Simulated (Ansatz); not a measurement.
# MgS in Ansatz: the effect of functional

MgS:

```
S Mg
1.0
     0.00000    2.88869    2.88869
     2.88869    0.00000    2.88869
     2.88869    2.88869    0.00000
S Mg
1 1
Direct
  0.25000 0.25000 0.25000
  0.00000 0.00000 0.00000
```

The cell comes from a database or a generator and needn't be the stable form of this composition.

The cell isn't the ideal one: volume scaled by 1.06.

Alike in all runs:

* Program: Ansatz 0.2.0
* Task: single point
* Potentials or basis: Ansatz PAW
* k mesh: 8 × 8 × 8
* Occupations: fermi-dirac, width 0.05 eV
* Spin: no spin polarisation

Problem. One run gave: gap on the mesh 2.89 eV; pressure -4.9 GPa. Which functional did it use?
A. PBEsol
B. r2SCAN
C. LDA

Solution. C.

```tsv
functional	cutoff	gap on the mesh (eV)	pressure (GPa)
LDA	420 eV (not typed: the program's choice for these potentials)	2.89	-4.9
PBEsol	420 eV (not typed: the program's choice for these potentials)	3.01	-3.3
r2SCAN	500 eV (not typed: the program's choice for these potentials)	3.83	-3.2
```

Caveats: the PAW data sets come from PBE, with cores solved anew for the run's functional, which leaves a small shift of forces and pressure.

